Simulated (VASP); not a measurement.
# AlN (P6_3/mmc) in VASP: settings compared, part 2 of 3

VASP 6.6.1. Earlier steps stand in the parts before.

**3. QSGW0 quasiparticle levels, PBEsol**

The input, POSCAR:

```
AlN
1.0
    3.3121157418      0.0000000000      0.0000000000
   -1.6560578709      2.8683763727      0.0000000000
    0.0000000000      0.0000000000      4.1875630000
Al N
2 2
Direct
    0.6666666667      0.3333333333      0.2500000000
    0.3333333333      0.6666666667      0.7500000000
    0.6666666667      0.3333333333      0.7500000000
    0.3333333333      0.6666666667      0.2500000000
```

The input, INCAR.step1:

```
SYSTEM = AlN
ALGO     = Fast           ! electronic algorithm
EDIFF    = 1E-8           ! SCF threshold, eV
ENCUT    = 450            ! plane-wave cutoff, eV
GGA      = PS             ! functional
ISMEAR   = 0              ! smearing method
LASPH    = .TRUE.         ! aspherical terms in the spheres
LCHARG   = .FALSE.        ! write CHGCAR
LREAL    = .FALSE.        ! projectors in reciprocal space
LWAVE    = .TRUE.         ! write WAVECAR
NELM     = 100            ! most SCF steps
PREC     = Accurate       ! precision mode
SIGMA    = 0.01           ! smearing width, eV
```

The input, INCAR.step2:

```
SYSTEM = AlN
ALGO     = Exact          ! electronic algorithm
EDIFF    = 1E-8           ! SCF threshold, eV
ENCUT    = 450            ! plane-wave cutoff, eV
GGA      = PS             ! functional
ISMEAR   = 0              ! smearing method
ISTART   = 1            
LASPH    = .TRUE.         ! aspherical terms in the spheres
LCHARG   = .FALSE.        ! write CHGCAR
LOPTICS  = .TRUE.         ! frequency-dependent dielectric function
LREAL    = .FALSE.        ! projectors in reciprocal space
LWAVE    = .TRUE.         ! write WAVECAR
NBANDS   = 105            ! bands
NELM     = 1              ! most SCF steps
PREC     = Accurate       ! precision mode
SIGMA    = 0.01           ! smearing width, eV
```

The input, INCAR.step3:

```
SYSTEM = AlN
ALGO     = QPGW0          ! electronic algorithm
EDIFF    = 1E-8           ! SCF threshold, eV
ENCUT    = 450            ! plane-wave cutoff, eV
ENCUTGW  = 150            ! cutoff of the response function
GGA      = PS             ! functional
ISMEAR   = 0              ! smearing method
ISTART   = 1            
LASPH    = .TRUE.         ! aspherical terms in the spheres
LCHARG   = .FALSE.        ! write CHGCAR
LREAL    = .FALSE.        ! projectors in reciprocal space
LWAVE    = .FALSE.        ! write WAVECAR
NBANDS   = 105            ! bands
NBANDSGW = 20           
NELMGW   = 4            
NOMEGA   = 64             ! frequency points
PREC     = Accurate       ! precision mode
PRECFOCK = Fast         
SIGMA    = 0.01           ! smearing width, eV
```

The input, KPOINTS:

```
k-points
0
G
  4 4 3
  0 0 0
```

Potentials or basis: VASP PAW PBE potentials, release 64 (Al_GW, N_GW).

The run is started by

```
$ cat potpaw_PBE.64/Al_GW/POTCAR potpaw_PBE.64/N_GW/POTCAR > POTCAR
$ cp INCAR.step1 INCAR
$ mpirun -np 1 vasp_std > vasp.out
$ cp INCAR.step2 INCAR
$ mpirun -np 1 vasp_std > vasp.out
$ cp INCAR.step3 INCAR
$ mpirun -np 1 vasp_std > vasp.out
```

OUTCAR:

```text
SYSTEM = AlN
   EDIFF = 1E-8
   ENCUT = 450
   ENCUTGW = 150
   GGA = PS
   ISMEAR = 0
   ISTART = 1
   LASPH = .TRUE.
   LREAL = .FALSE.
   NELMGW = 4
   PREC = Accurate
   PRECFOCK = Fast

 ion  position               nearest neighbor table
   1  0.667  0.333  0.250-   4 1.91   4 1.91   4 1.91   3 2.09   3 2.09
   2  0.333  0.667  0.750-   3 1.91   3 1.91   3 1.91   4 2.09   4 2.09
   3  0.667  0.333  0.750-   2 1.91   2 1.91   2 1.91   1 2.09   1 2.09
   4  0.333  0.667  0.250-   1 1.91   1 1.91   1 1.91   2 2.09   2 2.09

  LATTYP: Found a hexagonal cell.
 ALAT       =     3.3121157418
 C/A-ratio  =     1.2643166261

  Lattice vectors:

 A1 = (   3.3121157418,   0.0000000000,   0.0000000000)
 A2 = (  -1.6560578709,   2.8683763727,   0.0000000000)
 A3 = (   0.0000000000,   0.0000000000,   4.1875630000)

Analysis of symmetry for initial positions (statically):
=====================================================================
 Subroutine PRICEL returns:
 Original cell was already a primitive cell.

 Routine SETGRP: Setting up the symmetry group for a
 hexagonal supercell.

 Subroutine GETGRP returns: Found 24 space group operations
 (whereof 12 operations were pure point group operations)
 out of a pool of 24 trial point group operations.

The static configuration has the point symmetry D_3d.
 The point group associated with its full space group is D_6h.

Analysis of symmetry for dynamics (positions and initial velocities):
=====================================================================
 Subroutine PRICEL returns:
 Original cell was already a primitive cell.

 Routine SETGRP: Setting up the symmetry group for a
 hexagonal supercell.

 Subroutine GETGRP returns: Found 24 space group operations
 (whereof 12 operations were pure point group operations)
 out of a pool of 24 trial point group operations.

The dynamic configuration has the point symmetry D_3d.
 The point group associated with its full space group is D_6h.

 Subroutine INISYM returns: Found 24 space group operations
 (whereof 12 operations are pure point group operations),
[... 77 lines left out ...]
   ISPIN  =      1    spin polarized calculation?
   LNONCOLLINEAR =      F non collinear calculations
   LSORBIT =      F    spin-orbit coupling
   LASPH  =      T    aspherical Exc in radial PAW
   ENCUT  =  450.0 eV  33.07 Ry    5.75 a.u.   5.73  5.73  7.24*2*pi/ulx,y,z
   NELM   =     60;   NELMIN=  2; NELMDL=  0     # of ELM steps
   EDIFF  = 0.1E-07   stopping-criterion for ELM
   LREAL  =      F    real-space projection
   EDIFFG = 0.1E-06   stopping-criterion for IOM
   NSW    =      0    number of steps for IOM
   IBRION =     -1    ionic relax: 0-MD 1-quasi-New 2-CG
   NFREE  =      0    steps in history (QN), initial steepest desc. (CG)
   ISIF   =      0    stress and relaxation
   ISYM   =      3    0-nonsym 1-usesym 2-fastsym
   POTIM  = 0.5000    time-step for ionic-motion
   TEBEG  =    0.0;   TEEND  =   0.0 temperature during run
   PSTRESS=    0.0 pullay stress
   NELECT =      16.0000    total number of electrons
   NUPDOWN=      -1.0000    fix difference up-down
   EMIN   =  10.00;   EMAX   =-10.00  energy-range for DOS
   EFERMI =   0.00;   METHOD = LEGACY
   ISMEAR =     0;   SIGMA  =   0.01  broadening in eV -4-tet -1-fermi 0-gaus
   EFERMI_NEDOS =   21; number of points for ismear=-14 and -15
   IALGO  =     38    algorithm
   IMIX   =      4    mixing-type and parameters
     AMIX     =   0.40;   BMIX     =  1.00
     AMIX_MAG =   1.60;   BMIX_MAG =  1.00
  volume/ion in A,a.u.               =       9.95        67.12
  Fermi-wavevector in a.u.,A,eV,Ry     =   1.208409  2.283561 19.867927  1.460251
  Thomas-Fermi vector in A             =   2.344017
   LORBIT       =      0    0 simple, 1 ext, 2 COOP (PROOUT), +10 PAW based schemes
   GGA     = PS    functional components
   LHFCALC =     T    Hartree Fock is set to
   PRECFOCK=fast      Normal, Fast or Accurate (Low or Medium for compatibility)
   ENCUT4O =  -1.0   cutoff for four orbital integrals eV
   NKREDX  =     1    reduce k-point grid by
   NKREDY  =     1    reduce k-point grid by
   NKREDZ  =     1    reduce k-point grid by
   AEXX    =    1.0000 exact exchange contribution
   HFSCREEN=    0.0000 screening length (either q_TF or 0.3 A-1)
   HFSCREENC=   0.0000 screening length for correlation (either q_TF or 0.3 A-1)
   ENCUTFOCK=  -1.0 apply spherical cutoff to Coloumb kernel
   IVDW    =     0    specifies the selected vdW correction
   LEPSILON=     F    determine dielectric tensor
   LRPA    =     F    only Hartree local field effects (RPA)
   LRPAFORCE           =     F    calculate RPA forces
   ENCUTGW             = 150.0    cutoff for response function in eV
   ENCUTGWSOFT         = 120.0    soft cutoff for Coulomb kernel in GW response function in eV
   ENCUTLF             =  -1.0    cutoff for local field effects
   NELMGW              =     4    number of iterations in solving QP/BSE equation
   NELMHF              =     1    number of iterations in the inner HF iteration
   NKREDLFX            =     1    NKREDLFY  =   1   NKREDLFZ  =   1
 non-spin polarized calculation
 Gauss-broadening in eV      SIGMA  =   0.01
  energy-cutoff  :      450.00
  volume of cell :       39.78
 maximum number of plane-waves:       874
 NGX is ok and might be reduce to    24
  NGX = 14; NGY = 14; NGZ = 18
   NGX = 11   NGY = 11   NGZ = 15
 maximum number of plane-waves:       170
 NGX is ok and might be reduce to    14

 QP shifts <psi_nk| G(iteration)W_0 |psi_nk>: iteration 1
 for sc-GW calculations column KS-energies equals QP-energies in previous step
 and V_xc(KS)=  KS-energies - (<T + V_ion + V_H > + <T+V_H+V_ion>^1  + <V_x>^1)

 k-point   1 :       0.0000    0.0000    0.0000
  band No.  KS-energies  QP-energies   sigma(KS)   V_xc(KS)     V^pw_x(r,r')   Z            occupation Imag(sigma)

      1      -9.9792     -11.4256     -16.6757     -14.6750     -24.7130       0.7230       2.0000       1.2985
      2      -6.3003      -7.5252     -18.4385     -16.7821     -26.1246       0.7395       2.0000       0.9206
      3      -0.1360      -1.2115     -14.8690     -13.4068     -19.1822       0.7355       2.0000       0.1713
      4       3.5134       2.6085     -16.8164     -15.6407     -20.2799       0.7696       2.0000       0.0723
      5       3.5134       2.6085     -16.8164     -15.6407     -20.2799       0.7696       2.0000       0.0723
      6       5.1827       4.4096     -17.4108     -16.4199     -20.5232       0.7802       2.0000       0.0573
[... 947 lines left out ...]
      6       1.9783       1.9564       1.9582       1.9524       0.7736       2.0000
[... 12 lines left out ...]
     19      25.8879      25.8954      25.8936      25.8953       0.7748       0.0000
     20      26.2396      26.2449      26.2416      26.2422       0.7778       0.0000
```

OUTCAR.step1:

```text
SYSTEM = AlN
   EDIFF = 1E-8
   ENCUT = 450
   GGA = PS
   ISMEAR = 0
   LASPH = .TRUE.
   LREAL = .FALSE.
   NELM = 100
[... 333 lines left out ...]
     -0.00000      1.91225      3.14067        -0.000000     -0.000000      0.000000
      1.65606      0.95613      3.14067         0.000000      0.000000      0.000000
     -0.00000      1.91225      1.04689        -0.000000      0.000000      0.000000
 -----------------------------------------------------------------------------------
    total drift:                               -0.000000     -0.000000     -0.000000

  FREE ENERGIE OF THE ION-ELECTRON SYSTEM (eV)
  ---------------------------------------------------
  free  energy   TOTEN  =       -30.9573062599 eV

  energy  without entropy=      -30.9573062599  energy(sigma->0) =      -30.95730626
```

Wall time 9.4 min (1 thread of AMD EPYC 9R45 (Zen 5), shared host); peak memory 0.49 GiB.

What came out:

- Band gap on the k mesh, mean-field level: 3.18 eV, direct
- Quasiparticle gap: 4.99 eV
- Least direct quasiparticle gap: 4.99 eV

Quasiparticle gap after each update of the energies (eV): 4.65, 4.88, 4.95, 4.99

Caveat: the k mesh is coarse (spacing up to 0.55 Å⁻¹), so the values aren't converged; bands, screening cutoff and mesh are small and nothing is extrapolated, so the quasiparticle values aren't converged.

(Part 2 of 3 ends here.)
